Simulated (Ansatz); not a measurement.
# 3-layer Ga2SSe (AB) in a perpendicular field, part 3 of 4

What dipole does a perpendicular field induce in the 3-layer Ga2SSe (AB), and does the gap follow? A positive field points along +c.

Ansatz 0.2.0; plane-wave DFT, PBE-D3(BJ), Ansatz PAW.

So far, gap, the smaller of path and mesh (eV): step 3 (atoms held, field 0, start network) 1.39; step 5 (field -0.03 V/Å) 1.42; step 6 (field 0.15 V/Å) 1.15; step 7 (field 0.25 V/Å) 0.956; step 8 (field -0.25 V/Å) 1.52.

### 9. Response, atoms held

This step: plane-wave DFT, PBE-D3(BJ), Ansatz PAW; response to a field along the normal, atoms held (Ansatz 0.2.0).

The dipoles give the slope, and the difference of two potentials shows where the field is screened.

This step gave:

```yaml
equivalent_conductor_thickness_p_eps_0ae: 19.70 Å
distance_between_the_outer_atoms: 20.36 Å
```

The dipole of the cell by applied field:

| applied field (V/Å) | dipole of the cell (e·Å) |
| --- | --- |
| -0.250 | -0.367 |
| -0.030 | -0.0856 |
| 0.000 | -0.0473 |
| 0.030 | -0.00894 |
| 0.150 | 0.145 |
| 0.250 | 0.273 |

Local field over the applied field, running mean. From the potentials at -0.03 and 0.03 V/Å; running mean over 2.5 Å. Local field over applied field against z:

| z (Å) | local field over applied field |
| --- | --- |
| 5 | 0.995 |
| 6 | 0.962 |
| 7 | 0.791 |
| 8 | 0.450 |
| 9 | 0.141 |
| 10 | 0.0679 |
| 11 | 0.0984 |
| 12 | 0.0959 |
| 13 | 0.0939 |
| 14 | 0.206 |
| 15 | 0.335 |
| 16 | 0.271 |
| 17 | 0.0967 |
| 18 | 0.0646 |
| 19 | 0.103 |
| 20 | 0.0849 |
| 21 | 0.102 |
| 22 | 0.243 |
| 23 | 0.346 |
| 24 | 0.245 |
| 25 | 0.0831 |
| 26 | 0.0695 |
| 27 | 0.113 |
| 28 | 0.0858 |
| 29 | 0.128 |
| 30 | 0.374 |
| 31 | 0.723 |
| 32 | 0.943 |
| 33 | 0.993 |

The induced electron density oscillates, so the rows of the table below give means over windows of 1 Å about each position, cut where the curve ends. Its maxima inside the range that stand out by 2 % of the span (Å: e/Å³ per V/Å): 8.0: 0.00359, 11.1: 7.2e-4, 12.6: 0.00123, 15.9: 0.00255, 18.8: 6.6e-4, 20.5: 0.00122, 23.7: 0.00259, 26.7: 6.8e-4, 28.3: 0.00135. Its minima: 10.2: -0.00135, 11.9: -7.1e-4, 14.5: -0.00248, 18.0: -0.00125, 19.6: -6.8e-4, 22.3: -0.00252, 25.9: -0.00125, 27.6: -7.4e-4, 30.3: -0.00355.

Electrons, planar mean, per unit field. The induced electron density by z; means over each step:

z (Å), induced electron density (e/Å³ per V/Å) and a bar from the least value:
```
        5    0.00003 ##############
        6    0.00021 ###############
        7    0.00132 #####################
        8    0.00304 ##############################
        9    0.00093 ###################
       10   -0.00073 ##########
       11    0.00028 ###############
       12   -0.00017 #############
       13    0.00034 ################
       14   -0.00146 ######
       15   -0.00086 #########
       16    0.00203 #########################
       17    0.00058 #################
       18   -0.00075 ##########
       19    0.00024 ###############
       20    0.00013 ###############
       21   -0.00005 ##############
       22   -0.00179 ####
       23   -0.00011 #############
       24    0.00194 ########################
       25    0.00032 ################
       26   -0.00065 ##########
       27    0.00007 ##############
       28    0.00042 ################
       29   -0.00041 ############
       30   -0.00263 
       31   -0.00188 ####
       32   -0.00032 ############
       33   -0.00004 ##############
```

The smaller of the gaps on the path and on the k-mesh, counted as 0 under 0.03 eV. The gap by applied field:

| applied field (V/Å) | gap (eV) |
| --- | --- |
| -0.250 | 1.52 |
| -0.030 | 1.42 |
| 0.000 | 1.39 |
| 0.030 | 1.34 |
| 0.150 | 1.15 |
| 0.250 | 0.956 |

By hand: between -0.03 and 0.03 V/Å the dipole changes by 0.07669 e·Å, a slope of 1.278 e·Å²/V. A perfect conductor of thickness t has p = ε₀AEt, so t = 180.95 × 1.278 / 11.744 = 19.70 Å (e/ε₀ = 180.95 V·Å, A in Å²).

The induced dipole is that of a conductor 19.70 Å thick.

### 10. Field on, atoms free, field 0.1 V/Å

This step: plane-wave DFT, PBE-D3(BJ), Ansatz PAW (Ansatz 0.2.0).

Now the atoms may follow the field. A weak field makes forces of meV/Å to tens of meV/Å, so the force tolerance is set well below the usual one.

Contents of input.yaml:

```yaml
crystal:
  lattice:
    - [3.6824247705, 0.0, 0.0]
    - [-1.8412123852, 3.1890733987, 0.0]
    - [0.0, 0.0, 38.3569694374]
  atoms:
    - { symbol: Se, position: [0.3333333333, 0.6666666667, 0.2346379323] }
    - { symbol: Ga, position: [0.0, 0.0, 0.2664680197] }
    - { symbol: Ga, position: [0.0, 0.0, 0.330257596] }
    - { symbol: S, position: [0.3333333333, 0.6666666667, 0.3575068678] }
    - { symbol: Se, position: [0.6666666667, 0.3333333333, 0.4383055697] }
    - { symbol: Ga, position: [0.3333333333, 0.6666666667, 0.4700429565] }
    - { symbol: Ga, position: [0.3333333333, 0.6666666667, 0.5338054985] }
    - { symbol: S, position: [0.6666666667, 0.3333333333, 0.5610350552] }
    - { symbol: Se, position: [0.3333333333, 0.6666666667, 0.6425052181] }
    - { symbol: Ga, position: [0.0, 0.0, 0.6742208958] }
    - { symbol: Ga, position: [0.0, 0.0, 0.7380165077] }
    - { symbol: S, position: [0.3333333333, 0.6666666667, 0.7653620677] }
kpoints:
  mp_grid: { grid: [12, 12, 1] }
hamiltonian:
  xc: pbe
  dispersion: d3bj
scf:
  occupations: { method: fermi_dirac, width: 0.02585 }
  convergence: { dr2_threshold: 1.0e-10 }
efield:
  axis: 3
  dipole_correction: true
  ramp_position: 0.9674
  ramp_width: 0.0613
  amplitude: 0.1
relax:
  f_tol: 0.001
  max_steps: 60
output:
  write_potential: true
  write_density: true
  volumetric_format: npy
```

Run with:

```sh
ansatz run input.yaml --threads 4 --pin off --max-ram 12288MiB --backend cpu --events-out ev --progress --plain --runs-dir out
```

Numbers of over 12 decimals in the logs are rounded to 6 here.

Log:

```text
[...]
Crystal: 12 atoms, lattice volume = 450.446 Å³
Basis set: ecut = 420 eV, 8793 PW (Γ), exchange–correlation on 50×50×540 points (8 copies of the dense FFT grid, shifted against one another)
Bands: 87, of which v1, the nominal top of the filled ones, is band 72 counted from 1 (71 counted from 0)
Symmetry: 6 space group operations
[...]
k-points: 19 of 144 (time reversal used)
[...]
SCF iter   1: F=—  HF=-41823.003234 eV  |F-HF|=—  |Δ(HF+E_count)|=         —  Δρ=2.93e-2  dr2=4.53e0  ethr=3.10e-3  p=0.147 e·Å  D=5.89e-2 V/Å  ΔV_dip=-2.26 eV  dr2_dipole=5.36e-2  V_vac-E_F(+/−)=6.17/4.90 eV  ⟨swp⟩=6.8  Hψ=7044  notcnv=0  defer=5
[...]
SCF iter  16: F=-41821.907939 eV  HF=-41821.907939 eV  |F-HF|=3.27e-10  |Δ(HF+E_count)|=  1.53e-10  Δρ=6.32e-8  dr2=5.38e-11  ethr=1.00e-12  p=0.081 e·Å  D=3.24e-2 V/Å  ΔV_dip=-1.24 eV  dr2_dipole=5.87e-12  V_vac-E_F(+/−)=5.90/3.61 eV  ⟨swp⟩=6.1  Hψ=8285  notcnv=0
SCF 1 converged in 16 iterations: F = -41821.907939 eV  dr2 = 5.38e-11
[...]
relax step   1: F+E_penalty+E_count = -41821.90793919 eV  Δ(F+E_penalty+E_count) = +0.000e0 eV  max|allowed force component| = 1.855e-2 eV/Å  Δτ_max = 0.0000 Å  (16 SCF iters, accepted)
[...]
SCF iter   9: F=-41821.908030 eV  HF=-41821.908030 eV  |F-HF|=7.28e-12  |Δ(HF+E_count)|=  1.67e-10  Δρ=6.86e-8  dr2=2.32e-11  ethr=1.00e-12  p=0.083 e·Å  D=3.32e-2 V/Å  ΔV_dip=-1.27 eV  dr2_dipole=6.98e-13  V_vac-E_F(+/−)=5.88/3.62 eV  ⟨swp⟩=7.0  Hψ=8857  notcnv=0
SCF 2 converged in 9 iterations: F = -41821.908030 eV  dr2 = 2.32e-11
relax step   2: F+E_penalty+E_count = -41821.90803020 eV  Δ(F+E_penalty+E_count) = -9.101e-5 eV  max|allowed force component| = 3.476e-3 eV/Å  Δτ_max = 0.0028 Å  (9 SCF iters, accepted)
SCF iter   1: F=—  HF=-41821.908106 eV  |F-HF|=—  |Δ(HF+E_count)|=         —  Δρ=1.25e-4  dr2=2.90e-5  ethr=8.21e-7  p=0.083 e·Å  D=3.32e-2 V/Å  ΔV_dip=-1.27 eV  dr2_dipole=8.12e-8  V_vac-E_F(+/−)=5.88/3.62 eV  ⟨swp⟩=2.1  Hψ=2670  notcnv=0  defer=167
[...]
SCF iter   8: F=-41821.908031 eV  HF=-41821.908031 eV  |F-HF|=4.37e-11  |Δ(HF+E_count)|=  3.27e-10  Δρ=1.11e-7  dr2=8.54e-11  ethr=1.00e-12  p=0.082 e·Å  D=3.31e-2 V/Å  ΔV_dip=-1.27 eV  dr2_dipole=8.66e-13  V_vac-E_F(+/−)=5.88/3.62 eV  ⟨swp⟩=7.0  Hψ=9485  notcnv=0
SCF 3 converged in 8 iterations: F = -41821.908031 eV  dr2 = 8.54e-11
relax step   3: F+E_penalty+E_count = -41821.90803097 eV  Δ(F+E_penalty+E_count) = -7.664e-7 eV  max|allowed force component| = 1.300e-3 eV/Å  Δτ_max = 0.0025 Å  (8 SCF iters, accepted)
SCF iter   1: F=—  HF=-41821.908100 eV  |F-HF|=—  |Δ(HF+E_count)|=         —  Δρ=5.69e-5  dr2=6.17e-6  ethr=4.20e-8  p=0.082 e·Å  D=3.31e-2 V/Å  ΔV_dip=-1.27 eV  dr2_dipole=1.90e-8  V_vac-E_F(+/−)=5.88/3.62 eV  ⟨swp⟩=2.3  Hψ=3165  notcnv=0  defer=167
[...]
SCF iter   7: F=-41821.908033 eV  HF=-41821.908033 eV  |F-HF|=1.67e-10  |Δ(HF+E_count)|=  7.28e-12  Δρ=1.18e-7  dr2=8.93e-11  ethr=1.00e-12  p=0.082 e·Å  D=3.31e-2 V/Å  ΔV_dip=-1.27 eV  dr2_dipole=6.91e-12  V_vac-E_F(+/−)=5.88/3.62 eV  ⟨swp⟩=6.0  Hψ=9749  notcnv=0
SCF 4 converged in 7 iterations: F = -41821.908033 eV  dr2 = 8.93e-11
relax step   4: F+E_penalty+E_count = -41821.90803256 eV  Δ(F+E_penalty+E_count) = -1.589e-6 eV  max|allowed force component| = 1.565e-4 eV/Å  Δτ_max = 0.0010 Å  (7 SCF iters, accepted)
[...]
the band table was solved once a step of the walk had ended and its energy, with any forces and stress, was formed, with the checks that follow a solve (8095 applications of the Hamiltonian). They found nothing against the state; the energy, forces and stress were not computed again (output.eigenvalues in the input reference)
SCF converged after 7 iterations
Free energy (F): -41821.908033 eV
[...]
Internal energy: -41821.908033 eV  (E = F + TS)
E sigma→0 (E₀):  -41821.908033 eV
Fermi energy:    2.676443 eV
Dipole field:    D = 0.033131 V/Å  (p = 0.082474 e·Å, saw-weighted, corrected)
Work function:   not extracted (applied field tilts the vacuum); planar V_es + V_field profile in the machine report
[...]
--- Forces (eV/Å), atoms counted from 1 ---
  atom   1  Se    -0.00000000     0.00000000     0.00003585
  atom   2  Ga     0.00000000    -0.00000000     0.00015606
  atom   3  Ga    -0.00000000    -0.00000000    -0.00000169
  atom   4  S      0.00000000     0.00000000     0.00007768
  atom   5  Se     0.00000000     0.00000000    -0.00013825
  atom   6  Ga    -0.00000000    -0.00000000    -0.00001350
  atom   7  Ga     0.00000000    -0.00000000    -0.00014283
  atom   8  S     -0.00000000     0.00000000    -0.00008573
  atom   9  Se    -0.00000000     0.00000000    -0.00002336
  atom  10  Ga    -0.00000000    -0.00000000     0.00006940
  atom  11  Ga    -0.00000000    -0.00000000     0.00001942
  atom  12  S     -0.00000000     0.00000000     0.00004214
  max |Σ_I F_I| component: 4.83e-6 eV/Å
--- Band table (eV; the first three rows and the last of 19) ---
  k-point 0: bands = [... 68 lower, 1.3595, 1.6153, 1.6153, 2.0084, 3.2738, 3.7841, 4.2301, 4.4581, ... 11 higher]
  k-point 1: bands = [... 68 lower, 1.1219, 1.4946, 1.5113, 2.0315, 3.7063, 4.1527, 4.5766, 4.8876, ... 11 higher]
  k-point 2: bands = [... 68 lower, 1.0141, 1.1971, 1.4998, 1.9486, 4.2524, 4.6107, 4.8055, 5.0082, ... 11 higher]
  k-point 18: bands = [... 68 lower, -0.0983, -0.0287, 0.3181, 0.3818, 3.7429, 3.9685, 4.4516, 4.6895, ... 11 higher]
--- Relaxed structure (4 steps of the walk, 4 accepted, 0 SCFs on fresh bases) ---
  F+E_penalty+E_count = -41821.90803256 eV   max|allowed force component| = 1.565e-4 eV/Å
  atoms:
    - { symbol: Se, position: [0.333333, 0.666667, 0.234625] }
    - { symbol: Ga, position: [-1.228511382859807e-17, -3.082504344664587e-17, 0.266501] }
[...]
- { symbol: S, position: [0.333333, 0.666667, 0.357478] }
    - { symbol: Se, position: [0.666667, 0.333333, 0.438286] }
    - { symbol: Ga, position: [0.333333, 0.666667, 0.470063] }
    - { symbol: Ga, position: [0.333333, 0.666667, 0.533817] }
    - { symbol: S, position: [0.666667, 0.333333, 0.560989] }
    - { symbol: Se, position: [0.333333, 0.666667, 0.642491] }
[...]
- { symbol: Ga, position: [-1.2287446956294088e-17, -3.0825710054559e-17, 0.738048] }
    - { symbol: S, position: [0.333333, 0.666667, 0.765334] }
```

Run time: 64 s. Hardware: 4 threads of Intel Xeon Platinum 8488C (Sapphire Rapids), shared host; peak memory 1.5 GiB.

No atom moved by 0.005 Å in the relaxation.

This step gave:

| Property | Result |
| --- | --- |
| gap on the k-mesh | 1.242 eV |
| dipole along the normal | 0.08247 e·Å |

The relaxation took 4 steps and lowered the energy by 9.3e-5 eV; the largest force on the free atoms ends at 1.6e-4 eV/Å.

The dipole is 0.0825 e·Å, 0.130 e·Å from its value without field, and the gap on the mesh 1.242 eV.

### 11. Field on, atoms free, field -0.1 V/Å

The opposite sign, again from the field-free geometry; the difference of the two cancels what relaxes without a field.

Changes to input.yaml since step 10:

```diff
@@ -31,3 +31,3 @@
   ramp_width: 0.0613
-  amplitude: 0.1
+  amplitude: -0.1
 relax:
```

Log:

```text
[...]
Crystal: 12 atoms, lattice volume = 450.446 Å³
Basis set: ecut = 420 eV, 8793 PW (Γ), exchange–correlation on 50×50×540 points (8 copies of the dense FFT grid, shifted against one another)
Bands: 87, of which v1, the nominal top of the filled ones, is band 72 counted from 1 (71 counted from 0)
Symmetry: 6 space group operations
[...]
- { symbol: S, position: [0.333333, 0.666667, 0.357507] }
    - { symbol: Se, position: [0.666667, 0.333333, 0.438322] }
    - { symbol: Ga, position: [0.333333, 0.666667, 0.470013] }
    - { symbol: Ga, position: [0.333333, 0.666667, 0.533761] }
    - { symbol: S, position: [0.666667, 0.333333, 0.561051] }
    - { symbol: Se, position: [0.333333, 0.666667, 0.642558] }
[...]
- { symbol: S, position: [0.333333, 0.666667, 0.765436] }
[key lines of the parts left out:]
SCF converged after 8 iterations
Free energy (F): -41821.917497 eV
Fermi energy:    2.702803 eV
Dipole field:    D = -0.071135 V/Å  (p = -0.177078 e·Å, saw-weighted, corrected)
```

Elapsed: 50 s, on 4 threads; peak memory 1.5 GiB.

Hardly anything moved in the relaxation; the energy changed by under 0.2 meV an atom.

Numbers from this step:

| Item | Value |
| --- | --- |
| gap on the k-mesh | 1.495 eV |
| dipole along the normal | -0.1771 e·Å |

The relaxation took 3 steps and lowered the energy by 1.0e-4 eV; the largest force on the free atoms ends at 6.5e-4 eV/Å.

The dipole is -0.177 e·Å, -0.130 e·Å from its value without field, and the gap on the mesh 1.495 eV.

### 12. Response, atoms relaxed

This step: plane-wave DFT, PBE-D3(BJ), Ansatz PAW; response to a field along the normal, atoms relaxed (Ansatz 0.2.0).

The same analysis on the two relaxed runs holds the ionic part too; their mesh is coarser, so small differences from the held value can come from that.

This step gave:

| Quantity | Value |
| --- | --- |
| equivalent conductor thickness p/(ε₀AE) | 20.00 Å |

The dipole of the cell by applied field:

| applied field (V/Å) | dipole of the cell (e·Å) |
| --- | --- |
| -0.1000 | -0.177 |
| 0.1000 | 0.0825 |

Local field over the applied field, running mean. From the potentials at -0.1 and 0.1 V/Å; running mean over 2.5 Å. Local field over applied field against z:

| z (Å) | local field over applied field |
| --- | --- |
| 5 | 0.995 |
| 6 | 0.962 |
| 7 | 0.788 |
| 8 | 0.501 |
| 9 | 0.144 |
| 10 | 0.0130 |
| 11 | 0.0501 |
| 12 | 0.0243 |
| 13 | 0.0418 |
| 14 | 0.224 |
| 15 | 0.368 |
| 16 | 0.320 |
| 17 | 0.101 |
| 18 | 0.0312 |
| 19 | 0.0356 |
| 20 | 0.0153 |
| 21 | 0.0940 |
| 22 | 0.302 |
| 23 | 0.339 |
| 24 | 0.293 |
| 25 | 0.120 |
| 26 | 0.0382 |
| 27 | 0.0257 |
| 28 | 0.0276 |
| 29 | 0.159 |
| 30 | 0.485 |
| 31 | 0.661 |
| 32 | 0.932 |
| 33 | 0.992 |

The induced electron density oscillates, so the rows of the table below give means over windows of 1 Å about each position, cut where the curve ends. Its maxima inside the range that stand out by 2 % of the span (Å: e/Å³ per V/Å): 8.8: 0.0093, 10.4: 0.0471, 12.9: 0.0589, 16.6: 0.0232, 17.5: -0.0129, 18.2: 0.0297, 20.7: 0.0415, 24.4: 0.0447, 25.4: -0.0121, 26.1: 0.00974, 28.6: 0.0236. Its minima: 9.9: -0.0509, 12.5: -0.0543, 14.5: -0.00394, 17.0: -0.0243, 17.8: -0.0348, 20.3: -0.0334, 22.3: -0.00629, 24.9: -0.0434, 25.6: -0.0160, 28.1: -0.0119, 30.1: -0.0102.

Electrons, planar mean, per unit field. Table of induced electron density by z; means over each step:

z (Å), induced electron density (e/Å³ per V/Å) and a bar from the least value:
```
        5     0.0000 ##############
        6     0.0002 ###############
        7     0.0013 ###############
        8     0.0039 ##################
        9    -0.0009 ##############
       10    -0.0112 #####
       11     0.0102 #######################
       12    -0.0171 
       13     0.0187 ##############################
       14    -0.0008 ##############
       15    -0.0012 #############
       16     0.0075 #####################
       17    -0.0061 #########
       18    -0.0030 ############
       19     0.0023 ################
       20    -0.0127 ####
       21     0.0166 ############################
       22    -0.0036 ###########
       23    -0.0002 ##############
       24     0.0185 ##############################
       25    -0.0170 
       26    -0.0012 #############
       27     0.0002 ###############
       28    -0.0012 #############
       29     0.0071 ####################
       30    -0.0071 ########
       31    -0.0029 ############
       32    -0.0004 ##############
       33     0.0000 ##############
```

The induced dipole is that of a conductor 20.00 Å thick.

[end of part 3 of 4]

[Logs are printed without paths, hosts, clocks, repeated set-up lines and the standing remarks that a program may print on its own settings, such as how far it seeks lower states.]

[Hosts, paths, dates, database ids (printed as entryN), source tags and the programs' standing remarks are cut or masked in the printed files.]

[Maps of the electrostatic potential energy from Ansatz leave out the sawtooth potential of an applied field or a dipole correction, so their vacuum need not be flat; planar profiles and work functions include it.]
